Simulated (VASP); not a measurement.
# O2C in VASP: a series of runs, part 2 of 2

VASP 6.6.1. Earlier steps stand in the parts before.

### Step 4. Single point, PBE+D3

INCAR

```
SYSTEM = CO2
  PREC = Accurate
  ENCUT = 400
  EDIFF = 1E-6
  ISMEAR = 0
  SIGMA = 0.01
  LREAL = .False.
  LASPH = .True.
  NELM = 80
  ALGO = Normal
  ISIF = 2
  LWAVE = .False.
  LCHARG = .False.
  GGA = PE
  IVDW = 11
  ISYM = 0
```

KPOINTS

```
regular mesh
0
Gamma
  1 1 1
  0 0 0
```

POSCAR

```
CO2                                     
1.0
   12.1554342666      0.0000000000      0.0000000000
    0.0000000000     12.6554342666      0.0000000000
    0.0000000000      0.0000000000     13.1554342666
  O               C             
     2     1
Selective dynamics
Direct
     0.4862752546000024    0.5649009669999998    0.4370815808999993   F   F   F
     0.5145190010528863    0.4394693769791599    0.5665609947385249   T   T   T
     0.5003978090328378    0.5021838403526742    0.5018258090849687   T   T   T
```

Potentials or basis: VASP PAW PBE potentials, release 64 (O, C).

Launch:

```console
cat potpaw_PBE.64/O/POTCAR potpaw_PBE.64/C/POTCAR > POTCAR
mpirun -np 4 vasp_gam > vasp.out
```

OUTCAR:

```text
SYSTEM = CO2
   PREC = Accurate
   ENCUT = 400
   EDIFF = 1E-6
   ISMEAR = 0
   LREAL = .False.
   LASPH = .True.
   NELM = 80
   ISIF = 2
   GGA = PE
   IVDW = 11
   ISYM = 0
 IVDW          = 11

 ion  position               nearest neighbor table
   1  0.486  0.565  0.437-   3 1.18
   2  0.515  0.439  0.567-   3 1.18
   3  0.500  0.502  0.502-   2 1.18   1 1.18

IMPORTANT INFORMATION: All symmetrisations will be switched off!
NOSYMM: (Re-)initialisation of all symmetry stuff for point group C_1.

----------------------------------------------------------------------------------------

                                     Primitive cell

  volume of cell :    2023.7307

  direct lattice vectors                    reciprocal lattice vectors
    12.155434267  0.000000000  0.000000000     0.082267731  0.000000000  0.000000000
     0.000000000 12.655434267  0.000000000     0.000000000  0.079017439  0.000000000
     0.000000000  0.000000000 13.155434267     0.000000000  0.000000000  0.076014214

  length of vectors
    12.155434267 12.655434267 13.155434267     0.082267731  0.079017439  0.076014214

  position of ions in fractional coordinates (direct lattice)
     0.486275255  0.564900967  0.437081581
     0.514519001  0.439469377  0.566560995
     0.500397809  0.502183840  0.501825809

  ion indices of the primitive-cell ions
   primitive index   ion index
                 1           1
                 2           2
                 3           3

----------------------------------------------------------------------------------------

 KPOINTS: regular mesh

Automatic generation of k-mesh.
 Grid dimensions read from file:
 generate k-points for:    1    1    1

 Generating k-lattice:

  Cartesian coordinates                     Fractional coordinates (reciprocal lattice)
     0.082267731  0.000000000  0.000000000     1.000000000  0.000000000  0.000000000
[... 56 lines left out ...]
  volume/ion in A,a.u.               =     674.58      4552.27
  Fermi-wavevector in a.u.,A,eV,Ry     =   0.326135  0.616306  1.447170  0.106364
  Thomas-Fermi vector in A             =   1.217734
   LORBIT       =      0    0 simple, 1 ext, 2 COOP (PROOUT), +10 PAW based schemes
   GGA     = PE    functional components
   LHFCALC =     F    Hartree Fock is set to
   AEXX    =    0.0000 exact exchange contribution
   IVDW    =    11    specifies the selected vdW correction
   LEPSILON=     F    determine dielectric tensor
   LRPA    =     F    only Hartree local field effects (RPA)
 non-spin polarized calculation
 Gauss-broadening in eV      SIGMA  =   0.01
  energy-cutoff  :      400.00
  volume of cell :     2023.73
 maximum number of plane-waves:     18401
 NGX is ok and might be reduce to    80
   NGX = 39   NGY = 41   NGZ = 43

 number of electron      15.9999995 magnetization

 Free energy of the ion-electron system (eV)
  ---------------------------------------------------
  ext. energy  EPLUGINS =         0.00000000
  ---------------------------------------------------
  free energy    TOTEN  =       -23.00045523 eV

  energy without entropy =      -23.00045523  energy(sigma->0) =      -23.00045523

 E-fermi :  -8.9022     XC(G=0):  -0.3986

 val. band max:       -8.9885811983   @ k =   0.0000   0.0000   0.0000
 cond. band min:      -0.9451729801   @ k =   0.0000   0.0000   0.0000
 fundamental gap:      8.0434082182
 Fermi energy:        -8.9021596447

 k-point     1 :       0.0000    0.0000    0.0000
  band No.  band energies     occupation
      1     -29.0748      2.00000
      2     -28.0657      2.00000
      3     -13.7120      2.00000
      4     -12.5527      2.00000
      5     -12.5525      2.00000
      6     -12.5218      2.00000
      7      -8.9888      2.00000
      8      -8.9886      2.00000
      9      -0.9452      0.00000
     10      -0.5116      0.00000
     11      -0.5110      0.00000
     12       0.2495      0.00000

------------------------ aborting loop because EDIFF is reached ----------------------------------------

 Edisp (eV)   -0.00256

 E8    (eV) :    -0.0022

  FORCE on cell =-STRESS in cart. coord.  units (eV):
  Direction    XX          YY          ZZ          XY          YZ          ZX
  --------------------------------------------------------------------------------------
  -------------------------------------------------------------------------------------
  Total      -1.54291    -1.37194    -1.33985    -0.03757    -0.17644     0.03748
  in kB      -1.22152    -1.08616    -1.06076    -0.02975    -0.13968     0.02968
  external pressure =       -1.12 kB  Pullay stress =        0.00 kB

 VOLUME and BASIS-vectors are now :
 -----------------------------------------------------------------------------
  energy-cutoff  :      400.00
  volume of cell :     2023.73
      direct lattice vectors                 reciprocal lattice vectors
    12.155434267  0.000000000  0.000000000     0.082267731  0.000000000  0.000000000
     0.000000000 12.655434267  0.000000000     0.000000000  0.079017439  0.000000000
     0.000000000  0.000000000 13.155434267     0.000000000  0.000000000  0.076014214

 POSITION                                       TOTAL-FORCE (eV/Angst)
 -----------------------------------------------------------------------------------
      5.91089      7.14907      5.75000         0.000482      0.000456      0.001097
      6.25420      5.56168      7.45336         0.001312     -0.006968      0.005802
      6.08255      6.35535      6.60174        -0.001794      0.006513     -0.006899
 -----------------------------------------------------------------------------------
    total drift:                                0.000828     -0.000879     -0.001589

  FREE ENERGIE OF THE ION-ELECTRON SYSTEM (eV)
  ---------------------------------------------------
  free  energy   TOTEN  =       -23.0030130467 eV

  energy  without entropy=      -23.0030130467  energy(sigma->0) =      -23.00301305
```

OSZICAR:

```text
N       E                     dE             d eps       ncg     rms          rms(c)
DAV:   1     0.190527357872E+03    0.19053E+03   -0.33144E+03    32   0.574E+02
DAV:   2     0.793724427895E+02   -0.11115E+03   -0.10164E+03    32   0.132E+02
DAV:   3    -0.124312832245E+02   -0.91804E+02   -0.88568E+02    32   0.127E+02
[... 15 lines left out ...]
DAV:  19    -0.230004409814E+02   -0.83713E-05   -0.31609E-07    20   0.375E-03    0.728E-04
DAV:  20    -0.230004500940E+02   -0.91126E-05   -0.25384E-07    16   0.308E-03    0.288E-04
DAV:  21    -0.230004524463E+02   -0.23523E-05   -0.75149E-08    16   0.189E-03    0.239E-04
DAV:  22    -0.230004544878E+02   -0.20415E-05   -0.34520E-08    16   0.126E-03    0.120E-04
DAV:  23    -0.230004552318E+02   -0.74401E-06   -0.11479E-08    16   0.789E-04
   1 F= -.23003013E+02 E0= -.23003013E+02  d E =-.344817E-34
```

It took 16 s on 4 MPI ranks of AMD EPYC 9R45 (Zen 5), shared host; peak memory 0.35 GiB.

Results:

```
Free energy                     : -23.0030 eV
Largest force                   : 0.010 eV/Å
Gap between the frontier levels : 8.04 eV
Dispersion energy per atom      : -0.001 eV
```

Forces in eV/Å, atoms in the order of the input:
```
O    0.000  0.000  0.001
O    0.001 -0.007  0.006
C   -0.002  0.007 -0.007
```

Caveat: the cutoff is under 1.25 times the usual one of these potentials, so pressure, stress and relaxed cells hold a basis-set (Pulay) error; the standard files for N, O and F lose accuracy on very short bonds. As with any semilocal functional, this PBE gap is likely too small.

### Step 5. Overview

| level | potentials or basis | gap on the mesh (eV) | largest force (eV/Å) |
| --- | --- | --- | --- |
| LDA | VASP PAW LDA potentials, release 64 (O, C) | 8.21 | 0.87 |
| PBEsol | VASP PAW PBE potentials, release 64 (O, C) | 8.12 | 0.24 |
| PBE+D3 | VASP PAW PBE potentials, release 64 (O, C) | 8.04 | 0.01 |

Alike in all rows: task single point; no spin polarisation; cell as given; k mesh 1 × 1 × 1; cutoff (eV) 400; smearing gaussian 0.01 eV.

Caveats: the cutoff is under 1.25 times the usual one of these potentials, so pressure, stress and relaxed cells hold a basis-set (Pulay) error; the standard files for N, O and F lose accuracy on very short bonds; the PAW data sets were made with another functional, which shifts forces and pressure a little (some runs).

Absolute energies hang on the potentials; compare differences alone.
